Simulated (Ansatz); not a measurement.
Runs of Ansatz 0.2.0 on HfC. It takes space group Fm-3m (No. 225, cubic). Conventional cell: a = 4.650 Å, b = 4.650 Å, c = 4.650 Å, α = 90.00°, β = 90.00°, γ = 90.00°. Hf (site symmetry m-3m) has 6 C at 2.33 Å as nearest neighbours. Around C (site symmetry m-3m) lie 6 Hf at 2.33 Å. 

| task | level | cell | k mesh | cutoff (eV) | smearing | gap on the mesh (eV) | pressure (GPa) | relaxed volume (Å³/atom) |
| --- | --- | --- | --- | --- | --- | --- | --- | --- |
| relaxation of cell and atoms | revPBE+D3(BJ) | relaxed | 10 × 10 × 10 | - | fermi-dirac 0.05 eV | - | 0.0 | (a) |
| band structure | RPBE | as given | 10 × 10 × 10 | 302 | fermi-dirac 0.05 eV | - | 4.3 | - |
| elastic constants | LDA | as given | 7 × 7 × 7 | 324 | fermi-dirac 0.05 eV | none | (b) | - |
| single point | PBEsol | as given | 10 × 10 × 10 | 302 | gaussian 0.05 eV | none | -6.5 | - |
| band structure | BLYP | as given | 10 × 10 × 10 | 303 | fermi-dirac 0.05 eV | - | 7.6 | - |
| relaxation of cell and atoms | revPBE+D4 | relaxed | 10 × 10 × 10 | - | fermi-dirac 0.05 eV | - | 0.0 | 12.38 |

Alike in all rows: potentials or basis all-electron LAPW, scalar-relativistic; no spin polarisation; basis error allowed 0.001 eV/atom.

Task: Fill in the values left out.

Result: (a) 12.26; (b) -11.8.

Caveats: spin-orbit coupling is left out, which moves the levels of the heavy elements (some runs); the k mesh is thin for a metal, which can move the energy by tens of meV per atom (some runs); a metal's response needs a denser mesh (some runs); the cell is more than 3 GPa from zero pressure, which shifts response properties (some runs); elastic constants of metals need much finer meshes, so these are rough (some runs).

A k mesh can miss the band edges, and the runs leave out spin-orbit coupling on Hf.

A gap of «none» marks a metal or a gap under the smearing width.

Runs at the PBE level aren't shown here.
